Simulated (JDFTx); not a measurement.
# CsI under changes of volume

One of the cells (47.619 Å³/atom); the others are scaled copies at fixed shape and fractional positions:

```
CELL_PARAMETERS angstrom
4.56670 0.00000 0.00000
0.00000 4.56670 0.00000
0.00000 0.00000 4.56670
ATOMIC_POSITIONS crystal
Cs 0.00000 0.00000 0.00000
I 0.50000 0.50000 0.50000
```

```yaml
Program: JDFTx 1.7.0 (patched build)
Functional: PBE
Potentials_or_basis: PseudoDojo-SR-PBE-0.5-standard
Cutoff: 952 eV
Density_cutoff: 3810 eV
k_mesh: 6 × 6 × 6
Occupations: fermi-dirac, width 0.05 eV
Spin: no spin polarisation
```

```tsv
volume (Å³/atom)	energy over the lowest point (meV/atom)	pressure (GPa)	gap on the mesh (eV)
44.762	27.93	1.7	4.10
45.714	18.90	1.3	4.02
46.666	11.90	1.0	3.95
47.619	6.69	0.7	3.88
48.571	?	?	?
49.523	0.90	0.2	3.76
50.476	0.00	0.0	3.70
```

Problem. What does the run at 48.571 Å³/atom give?

Solution. Energy over the lowest point 3.08 meV/atom; pressure 0.5 GPa; gap on the mesh 3.82 eV.

Worked out: A Birch-Murnaghan fit of order 3 (a polynomial in V^(-2/3)) to the other rows has its minimum at 50.75 Å³/atom, just outside them, with B0 = V·E''(V) = 9.8 GPa and B' = 5.1. It gives 3.08 meV/atom at 48.571 Å³/atom, against the run's 3.08, and -dE/dV = 0.5 GPa, against 0.5. A straight line through the other rows of the gap, of slope -3.3 eV per unit of ln V, gives 3.82 eV, against the run's 3.82.

Energies are extrapolated to zero smearing.

Caveats: the empty levels aren't tightly converged; spin-orbit coupling is left out, which moves the levels of the heavy elements.

A mesh can miss the band edges.
